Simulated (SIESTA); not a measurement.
Crystal: GaAs.

```
CELL_PARAMETERS angstrom
0.00000 2.82685 2.82685
2.82685 0.00000 2.82685
2.82685 2.82685 0.00000
ATOMIC_POSITIONS crystal
As 0.75000 0.75000 0.75000
Ga 0.00000 0.00000 0.00000
```

Base run:

```yaml
Program: SIESTA 5.4.2
Functional: BLYP
Potentials_or_basis: PseudoDojo 0.4 standard (PBE files)
Basis: DZP (energy shift 0.002 Ry; radii capped at 9.5 bohr)
Grid_cutoff: 800 Ry
Energy_shift: 0.002 Ry
k_mesh: 8 × 8 × 8
Occupations: fermi-dirac, width 0.05 eV
Spin: no spin polarisation
```

Its results: band gap on the k mesh 0.36 eV, direct; pressure 8.4 GPa.

**Question.** The run is repeated on the same cell with these changes: functional from BLYP to PBE. What comes out?

**Answer.** Band gap on the k mesh 0.56 eV, direct; pressure 5.4 GPa.

PBE binds more tightly than BLYP, so the same cell stands under less pressure.

Caveats: semicore shells carry a single zeta, which can move pressures by several GPa and volumes by a few percent; the basis of atomic orbitals isn't converged, which shifts pressures, moduli and gaps; the potentials were made for another functional, which shifts forces and pressure (some runs).

Not every run made on this cell is shown here.
